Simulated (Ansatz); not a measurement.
MnO2:

```xyz
6
Lattice="2.8550 0.0000 0.0000 -1.4275 2.4725 0.0000 0.0000 0.0000 10.2217" Properties=species:S:1:pos:R:3 pbc="T T T"
Mn    0.0000    0.0000    5.1109
Mn    0.0000    0.0000    0.0000
O     1.4275    0.8242    4.1588
O     1.4275    0.8242    0.9521
O     0.0000    1.6483    6.0630
O     0.0000    1.6483    9.2697
```

Measurements of this composition are mostly on another form, of space group No. 136.

Base run:

```yaml
Program: Ansatz 0.2.0
Functional: LDA
Potentials_or_basis: Ansatz PAW
Cutoff: "420 eV (not typed: the program's choice for these potentials)"
k_mesh: 11 × 11 × 3
Occupations: fermi-dirac, width 0.05 eV
Spin: collinear spin, ferromagnetic start
Starting_moments: "[4.0, 4.0, 0.0, 0.0, 0.0, 0.0] μB"
```

Its results: band gap on the k mesh 0.51 eV, indirect (least direct gap 0.54 eV); pressure -8.2 GPa; net moment 6.00 μB per cell; site moments Mn +2.47; O +0.06 μB; largest force 0.612 eV/Å.

Task: The run is repeated on the same cell with these changes: functional from LDA to PBEsol. What comes out?

Result: Band gap on the k mesh 0.80 eV, indirect (least direct gap 0.84 eV); pressure -2.3 GPa; net moment 6.00 μB per cell; site moments Mn +2.49; O +0.05 μB; largest force 0.190 eV/Å.

PBEsol binds less tightly than LDA, so the same cell stands under more pressure.

Caveats: only a ferromagnetic start was run, and an antiferromagnetic order may lie lower in energy; the PAW data sets come from PBE, with cores solved anew for the run's functional, which leaves a small shift of forces and pressure.
